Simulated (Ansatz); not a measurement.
Hf8O15: frames of a relaxation, V_O, charge +1, atoms relaxed at the host's cell

All numbers are calculated (PBEsol, collinear spin, no spin-orbit coupling; Ansatz, PAW set soft_2, 420 eV, k-mesh 2×2×2 shifted by half a step), not measured.

Positions in Å and forces in eV/Å; free energies count from the last frame, uniform background for the charge.

```
23
Lattice="4.217 0.000 5.195 -5.096 5.177 0.002 -5.096 -5.177 0.002" Properties=species:S:1:pos:R:3:forces:R:3 pbc="T T T" step=1 dE=0.375eV
Hf   -4.281    2.367    3.701   -0.867   -0.818   -1.558
Hf   -4.305   -2.817    3.677   -0.063    0.104   -0.024
Hf    2.979   -0.224    4.122    1.483    1.151   -0.827
Hf   -2.099   -0.229    4.109   -0.016   -0.082   -0.122
Hf   -1.680    2.812    1.523    0.108   -0.187    0.068
Hf   -1.662   -2.364    1.503    0.985   -0.778    1.629
Hf   -3.886    0.217    1.081   -0.721    1.545    0.816
Hf   -8.983    0.234    1.082    0.142    0.091    0.256
O    -3.677   -1.332    5.090    0.039    0.137    0.032
O    -2.729    1.249    2.712   -0.274    0.026    0.100
O    -2.747   -3.925    2.697    0.237   -0.079   -0.023
O    -2.302    1.324    0.106   -0.134   -0.680   -0.076
O    -7.423    1.400    0.107    0.053    0.770   -0.036
O    -3.252    3.930    2.527   -0.274   -0.063    0.700
O    -3.231   -1.260    2.449    0.222   -0.103   -0.690
O    -5.004    1.770    1.766    0.023   -0.147    0.350
O    -5.050   -3.432    1.777    0.070   -0.025   -0.093
O    -5.600   -0.838    0.830    0.208    0.053   -0.093
O    -0.526   -0.826    0.827   -1.119   -0.473   -0.308
O    -0.937    3.435    3.421   -0.312    0.198    0.199
O    -0.931   -1.737    3.443    0.329   -0.236   -0.108
O    -5.471    0.847    4.384   -0.262   -0.085   -0.372
O    -0.375    0.842    4.372    0.144   -0.317    0.180
```

```
23
Lattice="4.217 0.000 5.195 -5.096 5.177 0.002 -5.096 -5.177 0.002" Properties=species:S:1:pos:R:3:forces:R:3 pbc="T T T" step=2 dE=0.128eV
Hf   -4.295    2.340    3.639    0.757    0.830    0.997
Hf   -4.304   -2.823    3.673   -0.378    0.002   -0.064
Hf    3.068   -0.158    4.041   -0.565   -0.630    0.560
Hf   -2.101   -0.226    4.119    0.166    0.139    0.124
Hf   -1.688    2.795    1.519    0.368    0.019    0.067
Hf   -1.630   -2.392    1.599   -0.787    0.638   -0.726
Hf   -3.927    0.277    1.138    0.695   -0.733   -0.736
Hf   -9.006    0.217    1.075    0.092    0.089    0.253
O    -3.678   -1.332    5.090   -0.010   -0.048    0.050
O    -2.728    1.247    2.726   -0.093    0.074   -0.201
O    -2.753   -3.923    2.669    0.204    0.051    0.183
O    -2.309    1.265    0.101    0.020    0.294    0.032
O    -7.440    1.475    0.116    0.058   -0.153   -0.084
O    -3.261    3.936    2.565   -0.078    0.020   -0.361
O    -3.221   -1.258    2.416    0.065   -0.020    0.180
O    -5.026    1.766    1.804    0.093   -0.075   -0.008
O    -5.051   -3.436    1.766   -0.037   -0.127   -0.041
O    -5.597   -0.841    0.840   -0.236    0.061    0.041
O    -0.604   -0.834    0.790    0.196    0.043   -0.048
O    -0.937    3.429    3.411    0.126   -0.066   -0.042
O    -0.909   -1.732    3.484   -0.145   -0.158   -0.182
O    -5.417    0.832    4.341   -0.316   -0.380   -0.025
O    -0.356    0.817    4.388   -0.198    0.129    0.029
```

```
23
Lattice="4.217 0.000 5.195 -5.096 5.177 0.002 -5.096 -5.177 0.002" Properties=species:S:1:pos:R:3:forces:R:3 pbc="T T T" step=5 dE=0.000eV
Hf   -4.286    2.358    3.666    0.002    0.001    0.001
Hf   -4.313   -2.817    3.672   -0.004    0.002    0.002
Hf    3.044   -0.183    4.078    0.001   -0.002   -0.005
Hf   -2.096   -0.223    4.115    0.000   -0.002    0.001
Hf   -1.666    2.803    1.518    0.000    0.001    0.001
Hf   -1.645   -2.383    1.573   -0.001    0.004    0.006
Hf   -3.898    0.269    1.113   -0.001    0.000   -0.006
Hf   -8.986    0.218    1.085    0.001    0.002    0.005
O    -3.676   -1.329    5.090    0.000    0.001   -0.001
O    -2.734    1.253    2.713   -0.002    0.000    0.000
O    -2.737   -3.923    2.689    0.000    0.000    0.000
O    -2.310    1.291    0.098   -0.001   -0.002    0.001
O    -7.436    1.463    0.108   -0.002    0.001   -0.002
O    -3.272    3.932    2.551   -0.002    0.002    0.001
O    -3.220   -1.260    2.414   -0.001   -0.002    0.002
O    -5.022    1.753    1.812   -0.002   -0.002   -0.001
O    -5.047   -3.447    1.764    0.003   -0.003   -0.001
O    -5.606   -0.823    0.838    0.002    0.002   -0.002
O    -0.590   -0.837    0.798    0.000   -0.003   -0.004
O    -0.943    3.423    3.410    0.003   -0.002    0.001
O    -0.923   -1.744    3.470   -0.002   -0.001    0.001
O    -5.437    0.812    4.346    0.002   -0.002    0.000
O    -0.376    0.841    4.389    0.001    0.004    0.000
```
